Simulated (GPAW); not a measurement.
Runs of GPAW 26.7.0 on Si. Symmetry: P6/mmm, No. 191, hexagonal system. Conventional cell: a = 4.121 Å, b = 4.121 Å, c = 2.655 Å, α = 90.00°, β = 90.00°, γ = 120.00°. Si (site symmetry -6m2) has 5 Si at 2.38 to 2.65 Å as nearest neighbours. The cell was built by a generator and needn't be a form met in nature.

```tsv
task	level	potentials or basis	cell	band path	band points	optimizer	fmax	max steps	gap on the mesh (eV)	pressure (GPa)	relaxed volume (Å³/atom)
band structure	PBEsol	PAW data sets generated in the run's folder for this functional, pw	as given	GMKGALHA,LM,KH	100	-	-	-	-	-1.6	-
band structure	LDA	the program's PAW data sets (release 1.2.1) made for this functional, pw	as given	GMKGALHA,LM,KH	80	-	-	-	-	-3.0	-
relaxation of cell and atoms	PBEsol	PAW data sets generated in the run's folder for this functional, pw	relaxed	-	-	BFGS	0.02 eV/Å	100	none	0.0	(a)
relaxation of cell and atoms	LDA	the program's PAW data sets (release 1.2.1) made for this functional, pw	relaxed	-	-	LBFGS	0.01 eV/Å	100	none	0.0	(b)
band structure	RPBE	the program's PAW data sets (release 1.2.1) made for this functional, pw	as given	GMKGALHA,LM,KH	60	-	-	-	-	1.7	-
```

Alike in all rows: no spin polarisation; k mesh 8 × 8 × 10; cutoff (eV) 600; smearing fermi-dirac 0.05 eV.

Question: Fill in the values left out.

Answer: (a) 19.14; (b) 18.84.

Caveats: later steps reuse the first step's grids (some runs).

A gap of «none» marks a metal or a gap under the smearing width.

Runs at the PBE level aren't shown here.
